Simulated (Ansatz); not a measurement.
Ansatz input

```yaml
crystal:
  lattice:
    - [2.4496223903, 1.4142901465, 4.1815503374]
    - [-2.4496223903, 1.4142901465, 4.1815503374]
    - [0.0, -2.8285802929, 4.1815503374]
  atoms:
    - { symbol: B, position: [0.0102495153, 0.6540908577, 0.0102495153] }
    - { symbol: B, position: [0.0102495153, 0.0102495153, 0.6540908577] }
    - { symbol: B, position: [0.6540908577, 0.0102495153, 0.0102495153] }
    - { symbol: B, position: [0.9897504847, 0.3459091423, 0.9897504847] }
    - { symbol: B, position: [0.3459091423, 0.9897504847, 0.9897504847] }
    - { symbol: B, position: [0.9897504847, 0.9897504847, 0.3459091423] }
    - { symbol: B, position: [0.2210103335, 0.630655053, 0.2210103335] }
    - { symbol: B, position: [0.2210103335, 0.2210103335, 0.630655053] }
    - { symbol: B, position: [0.630655053, 0.2210103335, 0.2210103335] }
    - { symbol: B, position: [0.7789896665, 0.369344947, 0.7789896665] }
    - { symbol: B, position: [0.369344947, 0.7789896665, 0.7789896665] }
    - { symbol: B, position: [0.7789896665, 0.7789896665, 0.369344947] }
hamiltonian:
  xc: pbe
  pseudopotentials:
    kind: paw_fr
    azcp:
      B: "pseudopotentials/B.paw.azcp"
basis:
  ecutwfc: 420
  fft_grid_basis: typed
kpoints:
  mp_grid: { grid: [6, 6, 6], shift: [0, 0, 0] }
magnetization:
  noncollinear: true
  spin_orbit: true
scf:
  occupations: { method: fermi_dirac, width: 0.05 }
```

and its output:

```
Engine: ansatz 0.2.0, x86_64-unknown-linux-gnu
Pseudopotentials: kind: paw_fr
Pseudopotential: B, paw_fr, valence charge 3, recommended cutoff 420 eV (normal) 
Functional definition: PBE
  parameter kappa = 0.804
  parameter beta = 0.06672455060314922
  exchange = pbe_x(kappa = kappa, mu = beta*pi^2/3)
  correlation = pbe_c(beta = beta)
non-collinear run that drives no moment, with spin-orbit: no starting moment large enough to seed its density (crystal.atoms[].spin), no starting occupations that ask for one, no magnetisation constraint and no magnetic field, so the semilocal B_xc is pinned to zero
Crystal: 12 atoms, lattice volume = 86.921 Å³
Basis set: ecut = 420 eV, 1693 PW (Γ)
Bands: 60, of which v1, the nominal top of the filled ones, is band 36 counted from 1 (35 counted from 0)
Symmetry: 12 space group operations + 12 with time reversal
Magnetic group: BNS 166.98 (UNI 1328), of the structure as read, at distance tolerance 4.4e-5 Å
k-points: 32 of 216
Projection manifold: j_resolved (fully-relativistic pseudo-atomic orbitals)
Non-local potential: B, projectors of the file, l = 0: 2, l = 1: 4, l = 2: 2
PAW form: soft (Blöchl's): semilocal exchange-correlation on the pseudo side does not see the compensation charge
PAW one-centre angular grid: B, 110 points (default); XC on 64 Gauss nodes
Initial density: superposition of atomic densities (chi_scale 0.1, normalization cell)
Initial wavefunctions: pseudopotential atomic-orbital guess
Functional: x = pbe(κ = 0.804, μ = 0.2195149727645171), c = pbe(β = 0.06672455060314922)
SCF iter   1: F=—  HF=-1875.604817 eV  |F-HF|=—  |Δ(HF+E_count)|=         —  Δρ=9.54e-2  dr2=1.18e1  dr2_m=0.00e0 (ungated)  ethr=3.10e-3  |M|=0.00e0 ∫|m|=0.00e0 μB  |m|>n=0.0e0 m-floor=0.0e0 τ_xc=0.0e0  β_m=0.30  ⟨swp⟩=6.0  Hψ=5156  notcnv=0  defer=324
SCF iter   2: F=—  HF=-1871.973138 eV  |F-HF|=—  |Δ(HF+E_count)|=    3.63e0  Δρ=5.37e-2  dr2=2.53e0  dr2_m=0.00e0 (ungated)  ethr=3.10e-3  |M|=0.00e0 ∫|m|=0.00e0 μB  |m|>n=0.0e0 m-floor=0.0e0 τ_xc=0.0e0  β_m=0.41  ⟨swp⟩=3.0  Hψ=1821  notcnv=0  defer=552
SCF iter   3: F=—  HF=-1871.040980 eV  |F-HF|=—  |Δ(HF+E_count)|=   9.32e-1  Δρ=1.74e-2  dr2=2.03e-1  dr2_m=0.00e0 (ungated)  ethr=3.10e-3  |M|=0.00e0 ∫|m|=0.00e0 μB  |m|>n=0.0e0 m-floor=0.0e0 τ_xc=0.0e0  β_m=0.49  ⟨swp⟩=2.2  Hψ=1440  notcnv=0  defer=544
SCF iter   4: F=—  HF=-1870.977048 eV  |F-HF|=—  |Δ(HF+E_count)|=   6.39e-2  Δρ=3.40e-3  dr2=9.48e-3  dr2_m=0.00e0 (ungated)  ethr=5.63e-4  |M|=0.00e0 ∫|m|=0.00e0 μB  |m|>n=0.0e0 m-floor=0.0e0 τ_xc=0.0e0  β_m=0.48  ⟨swp⟩=2.6  Hψ=1501  notcnv=0  defer=544
SCF iter   5: F=—  HF=-1870.974974 eV  |F-HF|=—  |Δ(HF+E_count)|=   2.07e-3  Δρ=1.16e-3  dr2=6.16e-4  dr2_m=0.00e0 (ungated)  ethr=2.63e-5  |M|=0.00e0 ∫|m|=0.00e0 μB  |m|>n=0.0e0 m-floor=0.0e0 τ_xc=0.0e0  β_m=0.61  ⟨swp⟩=2.1  Hψ=1176  notcnv=0  defer=544
SCF iter   6: F=—  HF=-1870.974925 eV  |F-HF|=—  |Δ(HF+E_count)|=   4.87e-5  Δρ=1.47e-4  dr2=1.20e-5  dr2_m=0.00e0 (ungated)  ethr=1.71e-6  |M|=0.00e0 ∫|m|=0.00e0 μB  |m|>n=0.0e0 m-floor=0.0e0 τ_xc=0.0e0  β_m=0.65  ⟨swp⟩=2.8  Hψ=1384  notcnv=0  defer=544
SCF iter   7: F=—  HF=-1870.974940 eV  |F-HF|=—  |Δ(HF+E_count)|=   1.48e-5  Δρ=1.90e-5  dr2=1.55e-7  dr2_m=0.00e0 (ungated)  ethr=3.32e-8  |M|=0.00e0 ∫|m|=0.00e0 μB  |m|>n=0.0e0 m-floor=0.0e0 τ_xc=0.0e0  β_m=0.77  ⟨swp⟩=2.0  Hψ=1279  notcnv=0  defer=544
SCF iter   8: F=-1870.974940 eV  HF=-1870.974940 eV  |F-HF|=4.64e-9  |Δ(HF+E_count)|=   3.04e-7  Δρ=2.10e-6  dr2=2.59e-9  dr2_m=0.00e0 (ungated)  ethr=2.78e-10  |M|=0.00e0 ∫|m|=0.00e0 μB  |m|>n=0.0e0 m-floor=0.0e0 τ_xc=0.0e0  ⟨swp⟩=3.0  Hψ=1841  notcnv=0
SCF 1 converged in 8 iterations: F = -1870.974940 eV  dr2 = 2.59e-9
SCF converged after 8 iterations
Magnetization: |M| = 0.0000 μB,  M = (+0.0000, +0.0000, +0.0000) μB
Absolute magnetization: 0.0000 μB (∫|m|)
  site 0: m = (+0.0000, +0.0000, +0.0000) μB, |m| = 0.0000 μB  (R = 0.69 Å)
  site 1: m = (+0.0000, +0.0000, +0.0000) μB, |m| = 0.0000 μB  (R = 0.69 Å)
  site 2: m = (+0.0000, +0.0000, +0.0000) μB, |m| = 0.0000 μB  (R = 0.69 Å)
  site 3: m = (+0.0000, +0.0000, +0.0000) μB, |m| = 0.0000 μB  (R = 0.69 Å)
  site 4: m = (+0.0000, +0.0000, +0.0000) μB, |m| = 0.0000 μB  (R = 0.69 Å)
  site 5: m = (+0.0000, +0.0000, +0.0000) μB, |m| = 0.0000 μB  (R = 0.69 Å)
  site 6: m = (+0.0000, +0.0000, +0.0000) μB, |m| = 0.0000 μB  (R = 0.73 Å)
  site 7: m = (+0.0000, +0.0000, +0.0000) μB, |m| = 0.0000 μB  (R = 0.73 Å)
  site 8: m = (+0.0000, +0.0000, +0.0000) μB, |m| = 0.0000 μB  (R = 0.73 Å)
  site 9: m = (+0.0000, +0.0000, +0.0000) μB, |m| = 0.0000 μB  (R = 0.73 Å)
  site 10: m = (+0.0000, +0.0000, +0.0000) μB, |m| = 0.0000 μB  (R = 0.73 Å)
  site 11: m = (+0.0000, +0.0000, +0.0000) μB, |m| = 0.0000 μB  (R = 0.73 Å)
Free energy (F): -1870.974940 eV
Harris-Foulkes:  -1870.974940 eV  (|F-HF|=4.64e-9)
Internal energy: -1870.974940 eV  (E = F + TS)
E sigma→0 (E₀):  -1870.974940 eV
Entropy (-TS):   -0.000000 eV (-0.000 meV/atom)
Fermi energy:    9.770365 eV
--- Per-component energies (eV) ---
  E_band       = 93.197807
  E_kinetic    = 598.259829
  E_local      = -370.029774  (includes V_loc(G=0)·N_el)
  E_nonlocal   = 135.906129
  E_hartree    = 111.724298
  E_xc         = -389.065404
  E_vxc        = -462.203292  (∫ρ·V_xc dr)
  E_paw        = -943.378927  (= ΣΔE_a)
  E_vpaw       = -32.183294  (= ΣTr[D̂ρ^β])
  E_aug_tail   = -0.000033  (compensation charges beyond the density's cutoff)
  E_ewald      = -1014.391058
  E_smearing   = -0.000000  (= −TS)
  E_closure    = 0.000000  (closes the sum)
  Σ components = -1870.974940   (vs F -1870.974940, Δ=0.00e0)
```
